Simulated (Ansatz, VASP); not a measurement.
# Cross-check of InAs between VASP and Ansatz, part 2 of 2

Wanted: the spread between two codes on one cell, functional and k mesh.  The cell comes out of the VASP series on this material, whose earlier steps may have relaxed, scaled or displaced it; both programs get it as it stands.

VASP 6.6.1 and Ansatz 0.2.0.

So far. Step 2 (Ansatz: single point, r2SCAN): The run ends at a pressure of 0.07 GPa.

### Step 6. VASP: band structure, r2SCAN

Level of this step: r2SCAN; plane waves and PAW (In_d, As) (VASP).

The same cell, functional, mesh and smearing now go to VASP, with its own data sets and cutoff.

INCAR

```
SYSTEM = InAs
PREC = Accurate
ENCUT = 400
EDIFF = 1E-06
NELM = 100
ISMEAR = 0
SIGMA = 0.05
LREAL = .FALSE.
ALGO = Normal
METAGGA = R2SCAN
LASPH = .TRUE.
NBANDS = 21
LORBIT = 11
LWAVE = .FALSE.
LCHARG = .FALSE.
KPAR = 2
```

POSCAR

```
InAs
1.0
    0.0000000000      3.0532324213      3.0532324213
    3.0532324213      0.0000000000      3.0532324213
    3.0532324213      3.0532324213      0.0000000000
In As
1 1
Direct
    0.0000000000      0.0000000000      0.0000000000
    0.2500000000      0.2500000000      0.2500000000
```

KPOINTS

```
Automatic mesh
0
Gamma
6 6 6
0 0 0
```

KPOINTS_OPT

```
Line mode
16
Line-mode
Reciprocal
  0.00000000   0.00000000   0.00000000 GAMMA
  0.50000000   0.00000000   0.50000000 X

  0.50000000   0.00000000   0.50000000 X
  0.50000000   0.25000000   0.75000000 W

  0.50000000   0.25000000   0.75000000 W
  0.37500000   0.37500000   0.75000000 K

  0.37500000   0.37500000   0.75000000 K
  0.00000000   0.00000000   0.00000000 GAMMA

  0.00000000   0.00000000   0.00000000 GAMMA
  0.50000000   0.50000000   0.50000000 L

  0.50000000   0.50000000   0.50000000 L
  0.62500000   0.25000000   0.62500000 U

  0.62500000   0.25000000   0.62500000 U
  0.50000000   0.25000000   0.75000000 W

  0.50000000   0.25000000   0.75000000 W
  0.50000000   0.50000000   0.50000000 L

  0.50000000   0.50000000   0.50000000 L
  0.37500000   0.37500000   0.75000000 K

  0.62500000   0.25000000   0.62500000 U
  0.50000000   0.00000000   0.50000000 X
```

The projector-augmented-wave data sets are In_d and As (PBE family, release 64).

The run is started by

```console
> mpirun -np 2 vasp_std
```

Numbers of over 12 decimals in the logs are rounded to 6 here.

The program printed:

```text
[banner, memory and clock lines left out]
running    2 mpi-ranks, on    1 nodes
[...]
[... a notice as in an earlier step ...]

 LDA part: xc-table for (None), standard interpolation
 POSCAR, INCAR and KPOINTS ok, starting setup
[...]
entering main loop
       N       E                     dE             d eps       ncg     rms          rms(c)
DAV:   1     0.892322347229E+02    0.89232E+02   -0.67553E+03   708   0.778E+02
DAV:   2    -0.311849880525E+02   -0.12042E+03   -0.11221E+03   720   0.246E+02
DAV:   3    -0.411432632455E+02   -0.99583E+01   -0.98711E+01   788   0.691E+01
DAV:   4    -0.414276356936E+02   -0.28437E+00   -0.28411E+00   839   0.116E+01
[...]
DAV:  11    -0.380433591654E+02   -0.28987E-04   -0.66481E-05   722   0.877E-02    0.378E-02
DAV:  12    -0.380433554489E+02    0.37165E-05   -0.85305E-06   845   0.195E-02    0.323E-02
DAV:  13    -0.380433555484E+02   -0.99439E-07   -0.13767E-06   747   0.965E-03
   1 F= -.38043356E+02 E0= -.38043250E+02  d E =-.210973E-03
 Start KPOINTS_OPT (optional k-point list driver)
k-point batch [1-16\160]
       N       E                     dE             ncg
DAV:   1     0.367399086519E+03   -0.37789E+04      705
DAV:   2    -0.158688199026E+04   -0.19543E+04      712
DAV:   3    -0.175654282116E+04   -0.16966E+03      784
DAV:   4    -0.176112169508E+04   -0.45789E+01      881
DAV:   5    -0.176134362513E+04   -0.22193E+00      977
DAV:   6    -0.176134826798E+04   -0.46428E-02      905
DAV:   7    -0.176134840424E+04   -0.13626E-03      991
DAV:   8    -0.176134840556E+04   -0.13195E-05      715
DAV:   9    -0.176134840563E+04   -0.75727E-07      521
[...]
k-point batch [145-160\160]
       N       E                     dE             ncg
DAV:   1     0.241862785943E+03   -0.82749E+04      685
DAV:   2    -0.169547527695E+04   -0.19373E+04      692
DAV:   3    -0.187231581217E+04   -0.17684E+03      837
DAV:   4    -0.187721599497E+04   -0.49002E+01      816
DAV:   5    -0.187748119071E+04   -0.26520E+00      977
DAV:   6    -0.187748641646E+04   -0.52258E-02      856
DAV:   7    -0.187748658968E+04   -0.17322E-03     1019
DAV:   8    -0.187748659149E+04   -0.18098E-05      739
DAV:   9    -0.187748659157E+04   -0.76554E-07      517
```

Parts of OUTCAR (step 6):

```text
  Total        0.0179134      0.0179134      0.0179134      0.0000000     -0.0000000     -0.0000000
  in kB        0.5041736      0.5041736      0.5041736      0.0000000     -0.0000000     -0.0000000
  external PRESSURE =       0.5041736 kB  Pullay stress =       0.0000000 kB

 POSITION                                       TOTAL-FORCE (eV/Angst)
 -----------------------------------------------------------------------------------
      0.00000      0.00000      0.00000         0.000000     -0.000000     -0.000000
      1.52662      1.52662      1.52662        -0.000000      0.000000      0.000000
 -----------------------------------------------------------------------------------
    total drift:                                0.000015      0.000015      0.000015

  FREE ENERGIE OF THE ION-ELECTRON SYSTEM (eV)
  ---------------------------------------------------
  free  energy   TOTEN  =       -38.0433555484 eV

  energy  without entropy=      -38.0431445756  energy(sigma->0) =      -38.04325006

[... 1 part as in an earlier step ...]

[... 2 further parts left out ...]
[key lines of the parts left out:]
E-fermi :   4.0395
```

Spin-orbit coupling is off here; with elements this heavy it splits and shifts levels by tenths of an eV or more.

### Step 7. Side by side

The two programs side by side:

```tsv
quantity	Ansatz	VASP	difference
pressure (GPa)	0.07	0.05	+0.01
gap over the path points (eV)	0.087	0.085	+0.002
```

Levels at points of the path, from each program's valence-band top (eV; 3 filled, then empty):

```tsv
k (reciprocal lattice)	Ansatz	VASP
0.000 0.000 0.000	0.00 0.00 0.00 0.09 4.26 4.26	0.00 0.00 0.00 0.09 4.25 4.25
0.167 0.000 0.167	-2.48 -0.81 -0.81 2.44 3.24 5.50	-2.48 -0.81 -0.81 2.44 3.23 5.50
0.333 0.000 0.333	-4.70 -1.88 -1.88 2.16 2.87 7.86	-4.70 -1.88 -1.88 2.16 2.87 7.85
0.500 0.000 0.500	-5.81 -2.29 -2.29 1.87 2.34 9.63	-5.81 -2.30 -2.30 1.87 2.34 9.63
0.500 0.083 0.583	-5.77 -2.46 -2.44 2.31 2.75 8.66	-5.78 -2.46 -2.44 2.30 2.74 8.65
0.500 0.183 0.683	-5.69 -2.82 -2.73 3.67 3.93 6.48	-5.69 -2.82 -2.74 3.67 3.92 6.47
0.500 0.250 0.750	-5.66 -2.91 -2.81 4.47 4.58 5.41	-5.67 -2.91 -2.81 4.47 4.57 5.41
0.450 0.300 0.750	-5.66 -3.08 -2.45 3.50 4.60 6.17	-5.67 -3.09 -2.45 3.50 4.60 6.16
0.408 0.342 0.750	-5.67 -3.19 -2.06 2.67 4.58 7.12	-5.67 -3.19 -2.06 2.66 4.57 7.12
0.350 0.350 0.700	-5.61 -3.30 -1.77 2.55 5.13 7.36	-5.61 -3.30 -1.77 2.55 5.13 7.35
```

Among the levels compared (up to four filled and three empty ones at each point), filled levels agree within 6 meV and empty ones within 10 meV. Ansatz's pressure holds a Pulay correction of 0.01 GPa; VASP's holds none.

### Step 8. Summary of results

| Item | Value |
| --- | --- |
| difference in pressure (single point, r2SCAN) | -1.9e-4 GPa |
| difference in gap over the path points (band structure, r2SCAN) | 0.0020 eV |

In words: The difference in gap over the path points is 0.0020 eV (band structure, r2SCAN), within the 0.08 eV picked in this series as the mark of a large difference. How closely two codes agree says nothing of how well the functional describes the real material.

[Lines on the potential files, build, host, timing and source positions are cut from VASP's logs without a mark.]

[Logs are printed without paths, hosts, clocks, repeated set-up lines and the standing remarks that a program may print on its own settings, such as how far it seeks lower states.]

[Hosts, paths, dates, database ids (printed as entryN), source tags and the programs' standing remarks are cut or masked in the printed files.]
